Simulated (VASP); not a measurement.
Wanted: the native input for a VASP 6.6.1 run.

```
Task                               : single point
Functional                         : HSE06
Potentials or basis                : VASP PAW PBE potentials, release 64 (W_sv, S)
Cutoff                             : 350 eV
k mesh                             : 2 × 2 × 2
Occupations                        : gaussian, width 0.03 eV
Spin                               : collinear spin, ferromagnetic start
Starting moments                   : [0.0, 0.0, 0.0, 0.0, 0.0, 0.0, 0.0, 0.0, 0.0, 0.0, 0.0, 0.5, 0.5, 0.5, 0.0, 0.0, 0.0, 0.0, 0.0, 0.5, 0.5, 0.5, 0.0] μB
Fixed moment                       : 3 μB
Dq                                 : -1
Grid for exact exchange (PRECFOCK) : Fast
Screening parameter                : 0.2 1/A
Further INCAR settings             : LREAL = Auto; ALGO = Damped; EDIFF = 0.0001; ISYM = -1; NELECT = 195.0
```

The system is W7S16 (a cell with a defect).

```xyz
23
Lattice="6.3064 0.0000 0.0000 -3.1532 5.4615 0.0000 0.0000 0.0000 12.3230" Properties=species:S:1:pos:R:3 pbc="T T T"
W    -1.5560    4.5867    3.0819
W     3.1439    1.7874    3.0851
W     1.5386    4.5969    3.0845
W     1.5783    0.9104    9.2451
W     0.0029    3.6427    9.2461
W     4.7307    0.9117    9.2446
W     3.1553    3.6429    9.2447
S     0.0022    1.8220    7.6773
S    -1.5724    4.5520    7.6746
S     3.1535    1.8222    7.6750
S     1.5782    4.5530    7.6755
S     1.5424    0.9391    1.5621
S    -0.0074    3.6799    1.5266
S     4.7245    0.9394    1.5450
S     3.1397    3.6512    1.5572
S     0.0014    1.8211   10.8129
S    -1.5734    4.5527   10.8163
S     3.1539    1.8197   10.8156
S     1.5792    4.5539   10.8154
S     1.5662    0.9129    4.6331
S    -0.0072    3.6134    4.5807
S     4.7128    0.9169    4.6424
S     3.1442    3.6499    4.6102
```

One way to write it, as run:

POSCAR

```
W7S16                                   
1.0
    6.3064000000      0.0000000000      0.0000000000
   -3.1532000000      5.4615026064      0.0000000000
    0.0000000000      0.0000000000     12.3230000000
  W               S             
     7    16
Direct
     0.1731799901239689    0.8398153931257489    0.2500927591177864
     0.6621665883368379    0.3272707512924798    0.2503514058593226
     0.6648244983872493    0.8416976494959770    0.2503011634381215
     0.3336067156967001    0.1666896493129609    0.7502292529595189
     0.3339497307145542    0.6669858797493039    0.7503092597690736
     0.8336149219517817    0.1669392224738526    0.7501897615228880
     0.8338380232144118    0.6670201923807618    0.7502004617977980
     0.1671512871049164    0.3336135013779136    0.6230051222502244
     0.1673998564655073    0.8334777669938505    0.6227876950232945
     0.6668592102903458    0.3336386058309279    0.6228221271868831
     0.6670838632974315    0.8336460201829566    0.6228568520556146
     0.3305619991379344    0.1719580574651689    0.1267600162115715
     0.3357200488087106    0.6737944439509537    0.1238834372278417
     0.8351520311070930    0.1719967045077122    0.1253790879752397
     0.8321317964540980    0.6685345831744001    0.1263692461313390
     0.1669537568107600    0.3334483076608042    0.8774533042252474
     0.1673074258764251    0.8336035171708088    0.8777317580323992
     0.6667068159474757    0.3331883210867485    0.8776775456538439
     0.6673256097938660    0.8338210874631661    0.8776579536331228
     0.3319324754473363    0.1671576213417209    0.3759741754239276
     0.3296685492539548    0.6616128771046001    0.3717199805232986
     0.8312525938270535    0.1678865043543672    0.3767274772078608
     0.8327242119515781    0.6682933425028215    0.3741131567737755
```

INCAR.step1

```
SYSTEM = W7S16
PREC = Accurate
ENCUT = 350
EDIFF = 1E-5
ISMEAR = 0
SIGMA = 0.03
LREAL = Auto
LASPH = .True.
NELM = 70
ALGO = Normal
ISIF = 2
LWAVE = .True.
LCHARG = .False.
ISPIN = 2
MAGMOM = 0 0 0 0 0 0 0 0 0 0 0 0.5 0.5 0.5 0 0 0 0 0 0.5 0.5 0.5 0
LORBIT = 11
NUPDOWN = 3
LMAXMIX = 4
NELECT = 195.0
ISYM = -1
TIME = 0.4
NKRED = 2
GGA = PE
KPAR = 2
```

INCAR.step2

```
SYSTEM = W7S16
PREC = Accurate
ENCUT = 350
EDIFF = 1E-4
ISMEAR = 0
SIGMA = 0.03
LREAL = Auto
LASPH = .True.
NELM = 70
ALGO = Damped
ISIF = 2
LWAVE = .False.
LCHARG = .False.
ISPIN = 2
MAGMOM = 0 0 0 0 0 0 0 0 0 0 0 0.5 0.5 0.5 0 0 0 0 0 0.5 0.5 0.5 0
LORBIT = 11
NUPDOWN = 3
LMAXMIX = 4
GGA = PE
LHFCALC = .True.
HFSCREEN = 0.2
PRECFOCK = Fast
NELECT = 195.0
ISYM = -1
TIME = 0.4
NKRED = 2
ISTART = 1
KPAR = 2
```

KPOINTS

```
Automatic mesh
0
Gamma
  2 2 2
  0 0 0
```

Potentials or basis: VASP PAW PBE potentials, release 64 (W_sv, S).

The run is started by

```sh
$ cat potpaw_PBE.64/W_sv/POTCAR potpaw_PBE.64/S/POTCAR > POTCAR
$ cp INCAR.step1 INCAR
$ mpirun -np 4 vasp_std > vasp.out
$ cp INCAR.step2 INCAR
$ mpirun -np 4 vasp_std > vasp.out
```

It gave:

```json
{
 "Largest force": "0.455 eV/Å",
 "Net moment": "3.00 μB per cell",
 "Site moments": "W +0.20, +0.35, +0.33, +0.01, +0.00; S +0.00, -0.00, +0.21, +0.23, +0.18, -0.01 μB",
 "Valence electrons inside the program's atomic spheres": "W 12.04, 12.05; S 3.73, 3.71, 3.74"
}
```

Caveat: the k mesh is coarse (spacing up to 0.58 Å⁻¹), so the values aren't converged, least of all with exact exchange; the PAW data sets were made with another functional, which shifts forces and pressure a little; the total moment is fixed, so each spin has its own Fermi level.

Run time: 41 min on 4 MPI ranks on Intel(R) Xeon(R) Platinum 8488C (Sapphire Rapids), on a shared host, peak memory 0.83 GiB a rank.
